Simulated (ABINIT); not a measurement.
# Pt (Fm-3m) in ABINIT: notebook, part 3 of 3

ABINIT 10.8.3 (patched build). The steps go on from the part before.

## (5) Equation of state, PBEsol

File run.abi:

```
# Datasets: one volume each
ndtset 7
getwfk -1
scalecart1 3*0.9795861087
scalecart2 3*0.9864848297
scalecart3 3*0.9932883884
scalecart4 3*1.0000000000
scalecart5 3*1.0066227096
scalecart6 3*1.0131594038
scalecart7 3*1.0196128224

# Pseudopotentials
pp_dirpath "./"
pseudos "Pt.GGA_PBE-JTH.xml"

# Structure
acell 3*1.0
rprim
     0.0000000000     3.7055639578     3.7055639578
     3.7055639578     0.0000000000     3.7055639578
     3.7055639578     3.7055639578     0.0000000000
ntypat 1
znucl 78
natom 1
typat 1
xred
     0.0000000000     0.0000000000     0.0000000000

# Plane-wave basis
ecut 16.0
pawecutdg 32.0

# k points
kptopt 1
ngkpt 12 12 12
nshiftk 1
shiftk 0.0 0.0 0.0

# Exchange and correlation
ixc -116133

# Bands and occupations
nband 9
occopt 3
tsmear 0.05 eV

# SCF cycle
nstep 100
tolvrs 1.0e-9

# Output
iomode 3
prtwf 1
prtden 0
prteig 0
prtebands 0
enunit 2
```

Potentials or basis: JTH PAW PBE v2.0.

On the command line:

```
abinit run.abi > log 2>&1
```

run.abo:

```text
.Version 10.8.3 of ABINIT
 DATASET    1 : space group Fm -3 m (#225); Bravais cF (face-center cubic)
================================================================================
 Values of the parameters that define the memory need for DATASET  1.
     intxc =       0    ionmov =       0      iscf =      17    lmnmax =      18
     lnmax =       6     mgfft =      20  mpssoang =       3    mqgrid =    3001
     natom =       1  nloc_mem =       2    nspden =       1   nspinor =       1
    nsppol =       1      nsym =      48    n1xccc =       1    ntypat =       1
    occopt =       3   xclevel =       2
       mpw =         303          nfft =        8000          nkpt =          72
 PAW method is used; the additional fine FFT grid is defined by:
   mgfftf=        30    nfftf =     27000
================================================================================
================================================================================
[... 71 lines left out ...]
 DATASET    7 : space group Fm -3 m (#225); Bravais cF (face-center cubic)
================================================================================
 Values of the parameters that define the memory need for DATASET  7.
     intxc =       0    ionmov =       0      iscf =      17    lmnmax =      18
     lnmax =       6     mgfft =      20  mpssoang =       3    mqgrid =    3001
     natom =       1  nloc_mem =       2    nspden =       1   nspinor =       1
    nsppol =       1      nsym =      48    n1xccc =       1    ntypat =       1
    occopt =       3   xclevel =       2
       mpw =         343          nfft =        8000          nkpt =          72
 PAW method is used; the additional fine FFT grid is defined by:
   mgfftf=        30    nfftf =     27000
================================================================================
================================================================================

--------------------------------------------------------------------------------
------------- Echo of variables that govern the present computation ------------
--------------------------------------------------------------------------------
 -outvars: echo values of preprocessed input variables --------
            acell      1.0000000000E+00  1.0000000000E+00  1.0000000000E+00 Bohr
              amu      1.95080000E+02
             ecut      1.60000000E+01 Hartree
[... 107 lines left out ...]
  e.g. ecut=   42.227215 Hartrees makes boxcut=2

--- Pseudopotential description ------------------------------------------------
- pspini: atom type   1  psp file is ./Pt.GGA_PBE-JTH.xml
 Pseudopotential format is: paw10
 basis_size (lnmax)=  6 (lmn_size= 18), orbitals=   0   0   1   1   2   2
 Spheres core radius: rc_sph= 2.51621648
 Shapefunction is SIN type: shapef(r)=[sin(pi*r/rshp)/(pi*r/rshp)]**2
 Radius for shape functions =  2.25451594
 Compensation charge density is not taken into account in XC energy/potential

   3.18926860E+02                                ecore*ucvol(ha*bohr**3)
--------------------------------------------------------------------------------

[... 1283 lines left out ...]
-Cartesian components of stress tensor (GPa)         [Pressure= -1.3604E+01 GPa]
- sigma(1 1)=  1.36043833E+01  sigma(3 2)=  0.00000000E+00
- sigma(2 2)=  1.36043833E+01  sigma(3 1)=  0.00000000E+00
- sigma(3 3)=  1.36043833E+01  sigma(2 1)=  0.00000000E+00

== END DATASET(S) ==============================================================
================================================================================

 -outvars: echo values of variables after computation  --------
            acell      1.0000000000E+00  1.0000000000E+00  1.0000000000E+00 Bohr
           etotal1    -2.7066631524E+01
           etotal2    -2.7067901324E+01
           etotal3    -2.7068648293E+01
           etotal4    -2.7068934649E+01
           etotal5    -2.7068815421E+01
           etotal6    -2.7068337889E+01
           etotal7    -2.7067546043E+01
            fcart1    -0.0000000000E+00 -0.0000000000E+00 -0.0000000000E+00
            fcart2    -0.0000000000E+00 -0.0000000000E+00 -0.0000000000E+00
            fcart3    -0.0000000000E+00 -0.0000000000E+00 -0.0000000000E+00
            fcart4    -0.0000000000E+00 -0.0000000000E+00 -0.0000000000E+00
            fcart5    -0.0000000000E+00 -0.0000000000E+00 -0.0000000000E+00
            fcart6    -0.0000000000E+00 -0.0000000000E+00 -0.0000000000E+00
            fcart7    -0.0000000000E+00 -0.0000000000E+00 -0.0000000000E+00
            rprim1     0.0000000000E+00  3.6299189780E+00  3.6299189780E+00
                       3.6299189780E+00  0.0000000000E+00  3.6299189780E+00
                       3.6299189780E+00  3.6299189780E+00  0.0000000000E+00
[... 17 lines left out ...]
                       3.7782405256E+00  3.7782405256E+00  0.0000000000E+00
           strten1    -7.5834758502E-04 -7.5834758502E-04 -7.5834758502E-04
                       0.0000000000E+00  0.0000000000E+00  0.0000000000E+00
           strten2    -4.8437729316E-04 -4.8437729316E-04 -4.8437729316E-04
                       0.0000000000E+00  0.0000000000E+00  0.0000000000E+00
           strten3    -2.4421021201E-04 -2.4421021201E-04 -2.4421021201E-04
                       0.0000000000E+00  0.0000000000E+00  0.0000000000E+00
           strten4    -3.2677130572E-05 -3.2677130572E-05 -3.2677130572E-05
                       0.0000000000E+00  0.0000000000E+00  0.0000000000E+00
           strten5     1.5414851795E-04  1.5414851795E-04  1.5414851795E-04
                       0.0000000000E+00  0.0000000000E+00  0.0000000000E+00
           strten6     3.1895162425E-04  3.1895162425E-04  3.1895162425E-04
                       0.0000000000E+00  0.0000000000E+00  0.0000000000E+00
           strten7     4.6240358872E-04  4.6240358872E-04  4.6240358872E-04
                       0.0000000000E+00  0.0000000000E+00  0.0000000000E+00
 Calculation completed.
```

Wall time 73 s (1 thread of Arm Neoverse V1, shared host); peak memory 0.13 GiB.

Results:

| Quantity | Value |
| --- | --- |
| Equilibrium volume | 15.14 Å³/atom |
| Bulk modulus | 287 GPa |
| Pressure derivative of the bulk modulus | 5.4 |

Energy against volume, from the lowest point:
| volume (Å³/atom) | energy (meV/atom) |
| --- | --- |
| 14.175 | 62.67 |
| 14.477 | 28.12 |
| 14.778 | 7.79 |
| 15.080 | 0.00 |
| 15.381 | 3.24 |
| 15.683 | 16.24 |
| 15.985 | 37.79 |

Caveat: pressures at fixed basis lie under the slope of the energies; the PAW data sets were made with another functional, which shifts forces and pressure a little. Zero-point motion and thermal expansion aren't in these numbers.

## (6) Equation of state, PW91+D3(BJ)

File run.py:

```python
import json, os
import numpy as np
from ase.eos import EquationOfState
from ase.units import GPa
from ase.calculators.mixing import SumCalculator
from dftd3.ase import DFTD3
from ase.calculators.abinit import Abinit, AbinitProfile
from ase import Atoms

atoms = Atoms(['Pt'],
              cell=[[0.0, 1.9609, 1.9609], [1.9609, 0.0, 1.9609], [1.9609, 1.9609, 0.0]],
              scaled_positions=[[0.0, 0.0, 0.0]],
              pbc=True)

profile = AbinitProfile(command='abinit', pp_paths=[os.path.abspath('pseudos')])
params = dict(
    pps='pawxml', xc='PBE',
    ecut=435.3822,
    pawecutdg=870.7644,
    kptopt=1,
    ngkpt=[12, 12, 12],
    nshiftk=1,
    shiftk=[0.0, 0.0, 0.0],
    ixc=-109134,
    nband=9,
    occopt=3,
    tsmear=0.05,
    nstep=100,
    tolvrs=1e-09,
    prtwf=0,
    prtden=0,
)

cell0 = atoms.cell.copy()
volumes, energies = [], []
for i, x in enumerate([0.94, 0.96, 0.98, 1.0, 1.02, 1.04, 1.06]):
    atoms.set_cell(cell0 * x ** (1 / 3), scale_atoms=True)
    atoms.calc = SumCalculator([Abinit(profile=profile, directory=f'v{i}', **params), DFTD3(method='pw91', damping='d3bj')])
    volumes.append(atoms.get_volume() / len(atoms))
    dft, disp = atoms.calc.mixer.calcs
    energies.append((dft.get_property('free_energy', atoms) + disp.get_property('energy', atoms)) / len(atoms))
    print(f'{x:5.2f} {volumes[-1]:10.5f} A^3/atom {energies[-1]:14.6f} eV/atom', flush=True)
    json.dump(dict(volumes=volumes, energies=energies), open('results.json', 'w'))
v0, e0, b0 = EquationOfState(volumes, energies, eos='murnaghan').fit()
print(f'V0 {v0:.4f} A^3/atom  E0 {e0:.6f} eV/atom  B0 {b0 / GPa:.2f} GPa')
```

Potentials or basis: JTH PAW PBE v2.0.

On the command line:

```
python run.py
```

Wall time 2.2 min (1 thread of Arm Neoverse V1, shared host); peak memory 0.11 GiB.

Results (log left out):

```yaml
Equilibrium_volume: 15.43 Å³/atom
Bulk_modulus: 263 GPa
Pressure_derivative_of_the_bulk_modulus: "5.6 (rough: it moves with the points fitted)"
```

Energy against volume, from the lowest point:
| volume (Å³/atom) | energy (meV/atom) |
| --- | --- |
| 14.175 | 101.53 |
| 14.477 | 56.29 |
| 14.778 | 24.84 |
| 15.080 | 6.68 |
| 15.381 | 0.00 |
| 15.683 | 3.05 |
| 15.985 | 14.58 |

Caveat: pressures at fixed basis lie under the slope of the energies; the log and the count of SCF iterations are those of the last ABINIT call alone; the PAW data sets were made with another functional, which shifts forces and pressure a little.

## (7) Overview

```tsv
task	level	spin	cutoff (eV)	fine-grid cutoff	dispersion computed by	gap on the mesh (eV)	pressure (GPa)	V0 of scaled cells (Å³/atom)	B0 (GPa)
band structure	HCTH407	off	435	870.764 eV	-	none	3.8	-	-
equation of state	PBE	off	599	1197.3 eV	-	-	-	15.69	251
band structure	PW91	SOC, no magnetisation	435	870.764 eV	-	none	11.9	-	-
equation of state	PBEsol	off	435	870.764 eV	-	-	-	15.14	287
equation of state	PW91+D3(BJ)	off	435	870.764 eV	simple-dftd3 1.7.0	-	-	15.43	263
```

Alike in all rows: potentials or basis JTH PAW PBE v2.0; cell as given; k mesh 12 × 12 × 12; smearing fermi-dirac 0.05 eV.

Caveats: the PAW data sets were made with another functional, which shifts forces and pressure a little (some runs); pressures at fixed basis lie under the slope of the energies (some runs); spin-orbit coupling is left out, which moves the levels of the heavy elements (some runs).

Total energies depend on the potentials used, so only differences within one code and one set of settings carry meaning.
